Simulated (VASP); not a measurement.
The system is MoSe2.

```
Mo Se
1.0
     3.27866    0.00000    0.00000
    -1.63933    2.83941    0.00000
     0.00000    0.00000   12.72501
Mo Se
2 4
Direct
  0.33333 0.66667 0.25000
  0.66667 0.33333 0.75000
  0.33333 0.66667 0.61833
  0.66667 0.33333 0.11833
  0.33333 0.66667 0.88167
  0.66667 0.33333 0.38167
```

Base run:

* Program: VASP 6.6.1
* Functional: PBE-EpsX
* Potentials or basis: VASP PAW PBE potentials, release 64 (Mo_sv, Se)
* Cutoff: 520 eV
* k mesh: 6 × 6 × 2
* Occupations: gaussian, width 0.03 eV
* Spin: no spin polarisation

Its results: band gap on the k mesh 1.07 eV, indirect (least direct gap 1.77 eV); pressure 2.5 GPa; largest force 0.165 eV/Å.

Q: The run is repeated on the same cell with these changes: functional from PBE-EpsX to PBE0. What comes out?

A: Band gap on the k mesh 1.91 eV, indirect (least direct gap 2.60 eV); pressure -1.0 GPa; largest force 0.597 eV/Å.

Caveats: the PAW data sets were made with another functional, which shifts forces and pressure a little; the cell's inner coordinates are idealised or old, which leaves forces on the atoms; this functional lacks dispersion, which binds the layers, so the pressure and a relaxed spacing across them are unreliable (some runs).

A k mesh can miss the band edges.
